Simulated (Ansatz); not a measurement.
CdTe built on the zincblende prototype, relaxed with r2SCAN in the plane-wave code Ansatz: it is cubic, F-43m (No. 216); a = 6.560 Å in the conventional setting, 35.29 Å³ an atom. Cd is surrounded by 4 Te at 2.84 Å; Te is surrounded by 4 Cd at 2.84 Å. It was then strained (uniaxial along z, other directions held), atoms relaxed again within the symmetry left. Unstrained, HSE06 gives 1.527 eV (Γ, 4×4×4 mesh), and the band edges keep their places in every row. Only one sign of strain is shown, since it lowers the symmetry, and equivalent edge states can then move with another slope on the other side. Stress is positive in compression. The values are computed, spin-unpolarised, and not measurements.

Axes as in this cell:
```yaml
crystal:
  lattice:
    - [0.00000, 3.27996, 3.27996]
    - [3.27996, 0.00000, 3.27996]
    - [3.27996, 3.27996, 0.00000]
  atoms:
    - { symbol: Cd, position: [0.00000, 0.00000, 0.00000] }
    - { symbol: Te, position: [0.25000, 0.25000, 0.25000] }
```

```tsv
strain (%)	ε	ΔE_g, HSE06 (eV)	Δσ_zz, r2SCAN (GPa)
+0.5	+0.0050	-0.023	-0.26
+1.0	+0.0100	-0.046	-0.51
+3.0	+0.0300	-0.139	-1.49
+4.0	+0.0400	-0.186	-1.96
```

**Question.** Fit ΔE_g = a x + b x² to these rows by least squares, with x = ε.

**Answer.** The normal equations take Σx² = 2.625e-03, Σx³ = 9.213e-05, Σx⁴ = 3.381e-06, ΣxΔE = -1.219e-02 and Σx²ΔE = -4.279e-04, and give a = -4.58 eV, b = -1.6 eV; the largest residual is 0.000 eV.

**Question.** Fit the change of σ_zz in the same way.

**Answer.** Δσ_zz = -51.8 x + (70) x² GPa. The slope, 52 GPa, is C₁₁ in these axes.

**Question.** Predict the withheld row at +2.0 % (x = +0.0200).

**Answer.** ΔE_g ≈ -4.58 × (+0.0200) + (-1.6) × (+0.0200)² = -0.092 eV, and Δσ_zz ≈ -1.01 GPa. The runs give -0.092 eV and -1.01 GPa, off by 0.000 eV and 0.00 GPa.

Spin-orbit coupling is left out, which matters wherever the heavy atoms make up the band edges.
